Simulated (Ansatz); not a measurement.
Input:

CsBr (CsCl type)

```
CsBr
1.0
    8.77795     0.00000     0.00000
    0.00000     4.38897     0.00000
    0.00000     0.00000     4.38897
Cs Br
2 2
Direct
  0.00000   0.00000   0.00000
  0.50000   0.00000   0.00000
  0.25000   0.50000   0.50000
  0.75000   0.50000   0.50000
```

Scan: atom 4 (Br, nearest neighbour Cs at 3.801 Å; its periodic images, 4.4 Å or more away, move with it) is displaced along Cartesian [110], direction (0.707, 0.707, 0.000) in Cartesian axes, by s. The other atoms stay.

The numbers are results of PBE (plane waves to 420 eV, PAW, scalar-relativistic; Ansatz, an electronic-structure program), not measurements. k mesh 3×6×6 (Γ-centred), Fermi-Dirac smearing 0.05 eV. The energy includes the smearing's −TS. CsBr was relaxed with its symmetry unable to fall. ΔE is measured from the undisplaced structure.

The scan covers s from -0.760 to 0.760 Å in 11 points.

### Question
Is the energy the same for equal positive and negative displacements?

### Answer
Even: the same for both signs. With its periodic images moving along, the atom's site symmetry in this cell is 4/mmm.

### Question
What force acts on the atom along the line at s = -0.760 Å?

### Answer
1.21 eV/Å.

### Question
What is the energy change at s = 0.760 Å?

### Answer
368 meV/cell.

(A displaced cell: forces are minus the slopes of the energy, force constants its curvatures, and phonons follow from these.)
